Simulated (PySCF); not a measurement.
Identify the unknown among the candidates.

All candidates are C5H8O2.

| technique | computed result |
| --- | --- |
| 13C NMR | chemical shifts (computed TMS as zero) by class: 172.1 (1 C), 144.3 (1 C), 136.0 (1 C), 50.6 (1 C), 21.8 (1 C) ppm [GIAO PBE0/pcSseg-1] |
| Polarisability | 68.9 au [PBE0/def2-SVPD] |
| NMR, other nuclei | isotropic shieldings of nuclei other than C and H, by class: -59 (1 O), 155 (1 O) ppm [GIAO PBE0/pcSseg-1] |
| UV, strongest line | among the 8 lowest singlet transitions: S2 at 6.05 eV (205 nm, f = 0.220) [TDDFT PBE0/def2-SVPD] |
| Couplings | largest of the computed one-bond spin–spin couplings (means over like bonds): 13C–1H +168.5, 13C–1H +164.9, 13C–1H +150.9 (×3), 13C–1H +134.3 (×3), 13C–13C +79.9, 13C–13C +75.7, 13C–13C +44.4, 17O–13C +34.8 Hz [B3LYP/pcJ-1, spin–dipole term left out] |
| Rotational structure | rotational constants A, B, C: 4.787, 2.067, 1.471 GHz [GFN2-xTB] |
| 1H NMR | chemical shifts (computed TMS as zero) by class: 6.77 (1 H), 5.94 (1 H), 4.18 (3 H), 2.04 (3 H) ppm [GIAO PBE0/pcSseg-1] |

Electronic properties: PySCF, gas phase, density fitting. Levels stand in brackets. Geometry: GFN2-xTB, one conformer, isolated molecule. Each NMR value is the plain mean over a class of atoms that symmetry, rotation or inversion makes alike.

Problem. Which candidate is it?
A. `C=C[C@H](C)C(=O)O`
B. `CO[C@@H]1CC=CO1`
C. `C=C(C)C(=O)OC`

Solution. C. It is `C=C(C)C(=O)OC`. Numbering: `[CH2:1]=[C:2]([CH3:3])[C:4](=[O:5])[O:6][CH3:7]`. Its formula, C5H8O2, gives 2 degrees of unsaturation: 0 rings and 2 π bonds in the structure found. 5 carbons fall into 5 classes; from least to most shielded: ester carbonyl carbon [C4] (172.1 ppm), fully substituted alkene carbon [C2] (144.3 ppm), terminal =CH2 carbon [C1] (136.0 ppm), methoxy carbon [C7] (50.6 ppm), allylic carbon [C3] (21.8 ppm). Hydrogen classes from least to most shielded: 1 H on a terminal =CH2 carbon, C1 (6.77 ppm), 1 H on a terminal =CH2 carbon, C1 (5.94 ppm), 3 H on a methoxy carbon, C7 (4.18 ppm, a mean of values up to 2.1 ppm apart in this geometry), 3 H on an allylic carbon, C3 (2.04 ppm). The other shieldings belong to: -59 ppm, ester carbonyl oxygen [O5]; 155 ppm, ester single-bonded oxygen [O6]. The couplings run between: +168.5 Hz, terminal =CH2 carbon [C1] and its hydrogen; +164.9 Hz, terminal =CH2 carbon [C1] and its hydrogen; +150.9 Hz, methoxy carbon [C7] and its hydrogen (with 2 like pairs); +134.3 Hz, allylic carbon [C3] and its hydrogen (with 2 like pairs); +79.9 Hz, terminal =CH2 carbon [C1] and fully substituted alkene carbon [C2]; +75.7 Hz, fully substituted alkene carbon [C2] and ester carbonyl carbon [C4]; +44.4 Hz, fully substituted alkene carbon [C2] and allylic carbon [C3]; +34.8 Hz, ester single-bonded oxygen [O6] and ester carbonyl carbon [C4]. By its constants the optimised geometry is an asymmetric top.

The others, at the same levels:
- `CO[C@@H]1CC=CO1` fails: its computed 13C shifts are 152.3 (1 C), 109.7 (1 C), 103.9 (1 C), 57.2 (1 C), 42.3 (1 C) ppm, 1H shifts are 6.36 (1 H), 5.51 (1 H), 4.99 (1 H), 3.60 (3 H), 2.96 (1 H), 2.75 (1 H) ppm and rotational constant A is 6.102 GHz (against 4.787 GHz).
- `C=C[C@H](C)C(=O)O` fails: its computed 13C shifts are 178.9 (1 C), 148.3 (1 C), 124.1 (1 C), 49.2 (1 C), 19.4 (1 C) ppm, 1H shifts are 6.05 (1 H), 5.93 (1 H), 5.61 (1 H), 5.46 (1 H), 3.16 (1 H), 1.36 (3 H) ppm and rotational constant A is 3.475 GHz (against 4.787 GHz).

Each candidate is one conformer, not necessarily the lowest. Dipoles, sizes and rotational constants follow the conformer. The torsions of the flexible species, by atom-mapped SMILES:
- `[CH2:1]=[C:2]([CH3:3])[C:4](=[O:5])[O:6][CH3:7]`: C1–C2–C4–O5 4°, C2–C4–O6–C7 179°
- `[CH3:1][O:2][C@@H:3]1[CH2:4][CH:5]=[CH:6][O:7]1`: C1–O2–C3–C4 -178°
- `[CH2:1]=[CH:2][C@H:3]([CH3:4])[C:5](=[O:6])[OH:7]`: C1–C2–C3–C4 -129°, C2–C3–C5–O6 80°, H–O7–C5–C3 177°
